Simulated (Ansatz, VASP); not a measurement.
**Ir in VASP and in Ansatz**

The input INCAR:

```
  AGGAC = 1.0
  AGGAX = 1.0
  ALDAC = 0.0
  ALDAX = 1.0
  ALGO = Fast
  EDIFF = 1E-6
  EDIFFG = -0.01
  ENCUT = 600
  GGA = B5
  IBRION = 2
  ISIF = 3
  ISMEAR = -1
  IVDW = 13
  LASPH = T
  LCHARG = F
  LREAL = F
  LWAVE = F
  NELM = 100
  NSW = 60
  PREC = Accurate
  SIGMA = 0.05
  VDW_A1 = 0.44488865
  VDW_A2 = 4.0933009
  VDW_S6 = 1.0
  VDW_S8 = 2.34076671
```

File KPOINTS:

```
k-points
0
Gamma
  12 12 12
```

File POSCAR:

```
Ir
1.0
    0.0000000000      1.9156000000      1.9156000000
    1.9156000000      0.0000000000      1.9156000000
    1.9156000000      1.9156000000      0.0000000000
Ir
1
Direct
    0.0000000000      0.0000000000      0.0000000000
```

The input input.yaml:

```yaml
crystal:
  lattice:
    - [0.0, 1.9156, 1.9156]
    - [1.9156, 0.0, 1.9156]
    - [1.9156, 1.9156, 0.0]
  atoms:
    - { symbol: Ir, position: [0.0, 0.0, 0.0] }
hamiltonian:
  xc: blyp
  pseudopotentials: { kind: paw }
  dispersion: d4
kpoints:
  mp_grid: { grid: [12, 12, 12] }
scf:
  occupations: { method: fermi_dirac, width: 0.05 }
output:
  forces: true
  stress: true
  write_density: true
  write_potential: true
  elf: true
  volumetric_format: npy
relax:
  f_tol: 0.01
  max_steps: 40
  cell: { stress_tol: 0.05 }
```

Alike in both runs: task relaxation of cell and atoms; functional BLYP; dispersion D4; k mesh 12 × 12 × 12; occupations fermi-dirac, width 0.05 eV; no spin polarisation.

```csv
,VASP,Ansatz
version,VASP 6.6.1,Ansatz 0.2.0
potentials or method,"VASP PAW PBE potentials, release 64 (Ir)",Ansatz PAW
plane-wave cutoff (eV),600,420
valence electrons in the cell,9,17
```

```tsv
	VASP	Ansatz	Ansatz less VASP
gap on the k mesh at the Fermi level, each at its own relaxed structure (eV)	none	none	-
relaxed volume (Å³/atom)	14.51	14.39	-0.118
relaxed cell length with the largest relative difference (Å)	2.738	2.730	-0.0074
energy change over the relaxation (meV/atom)	-17	-9	+8.0
```

A gap of «none» marks a metal or a gap that the smearing closes. The two sets of potentials don't hold the same shells in valence.

Caveats: pairwise dispersion overbinds metals, which lowers pressure and volume; the PAW data sets were made with another functional, which shifts forces and pressure a little (VASP); the plane-wave basis is chosen anew once the cell has moved, so the energies of steps on either side of that aren't comparable (Ansatz); the PAW data sets come from PBE, with cores solved anew for the run's functional, which leaves a small shift of forces and pressure (Ansatz). Zero-point motion and thermal expansion aren't in these numbers. The runs have no spin-orbit coupling, so splittings on Ir are missing.
